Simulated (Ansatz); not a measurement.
LiF (P6_3mc) from a database structure, relaxed with r2SCAN in the PAW code Ansatz. The symmetry is P6_3mc (No. 186, hexagonal); a = 3.081 Å, c = 4.785 Å in the conventional setting, 9.83 Å³ an atom. Around Li lie 4 F at 1.86–1.87 Å; around F lie 4 Li at 1.86–1.87 Å.

The axes x, y and z are those of this cell:
```
Li F
1.0
     3.08105    0.00000    0.00000
    -1.54053    2.66827    0.00000
     0.00000    0.00000    4.78523
Li F
2 2
Cartesian
  0.0000 1.7788 1.8301
  1.5405 0.8894 4.2227
  0.0000 1.7788 4.7496
  1.5405 0.8894 2.3570
```

Unstrained: With PBE the gap is 7.851 eV and direct, at Γ. r2SCAN gives a direct gap of 8.583 eV at Γ. HSE06 gives a direct gap of 10.026 eV at Γ. Meshes: PBE 12×12×6, r2SCAN 12×12×6, HSE06 6×6×4. Strains are changes of length per length, and xy shears are angles. After each strain the atoms were relaxed again with r2SCAN within the symmetry that the strain leaves, so tilts or polar shifts that break it weren't tested; points keep the names that they have in the unstrained zone. No spin polarisation and no zero-point or thermal motion.

Task: Apply xy shear, engineering strain (angle) -2.56 %. How far does the gap move, against the unstrained cell?

Result: PBE: the gap goes from 7.851 to 7.852 eV (+0.001 eV). r2SCAN: the gap goes from 8.583 to 8.583 eV (0.000 eV). HSE06: the gap goes from 10.026 to 10.027 eV (+0.001 eV). The r2SCAN energy rises by 0.4 meV an atom.

Task: Apply epitaxial -0.42 % in the xy plane, free normal strain +0.65 %. How far does the gap move, against the unstrained cell?

Result: PBE: the gap goes from 7.851 to 7.889 eV (+0.038 eV). r2SCAN: the gap goes from 8.583 to 8.621 eV (+0.038 eV). HSE06: the gap goes from 10.026 to 10.066 eV (+0.040 eV). The r2SCAN energy rises by 0.1 meV an atom.

The meshes of the hybrids are coarse, so their gaps aren't converged to the digits shown.
